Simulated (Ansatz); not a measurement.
CdS (Hawleyite):

```xyz
2
Lattice="0.0000 2.9165 2.9165 2.9165 0.0000 2.9165 2.9165 2.9165 0.0000" Properties=species:S:1:pos:R:3 pbc="T T T"
Cd    0.0000    0.0000    0.0000
S     4.3748    4.3748    4.3748
```

```yaml
Program: Ansatz 0.2.0
Task: relaxation of cell and atoms
Functional: HSE03
Potentials_or_basis: Ansatz PAW
Cutoff: "420 eV (not typed: the program's choice for these potentials)"
k_mesh: 4 × 4 × 4
Occupations: fermi-dirac, width 0.05 eV
Spin: no spin polarisation
```

At the start: volume 24.81 Å³/atom.

Question: How do energy, volume and symmetry change on relaxing?

Answer: It ends after 3 steps and the volume is 25.61 Å³/atom (+3.2 %); space group F-43m (No. 216, to 0.05 Å).

Step by step:
| step | energy change (eV) | largest force (eV/Å) | volume (Å³) |
| --- | --- | --- | --- |
| 1 | 0.0000 | 0.0000 | 49.62 |
| 2 | -0.0086 | 0.0000 | 51.22 |
| 3 | -0.0097 | 0.0000 | 51.22 |

Final structure:
```xyz
2
Lattice="0.0000 2.9476 2.9476 2.9476 0.0000 2.9476 2.9476 2.9476 0.0000" Properties=species:S:1:pos:R:3 pbc="T T T"
Cd    0.0000    0.0000    0.0000
S     4.4215    4.4215    4.4215
```

Caveat: the k mesh is coarse (spacing up to 0.47 Å⁻¹), so the values aren't converged, least of all with exact exchange; the plane-wave basis is chosen anew once the cell has moved, so the energies of steps on either side of that aren't comparable; the PAW data sets come from PBE, with cores solved anew for the run's functional, which leaves a small shift of forces and pressure.
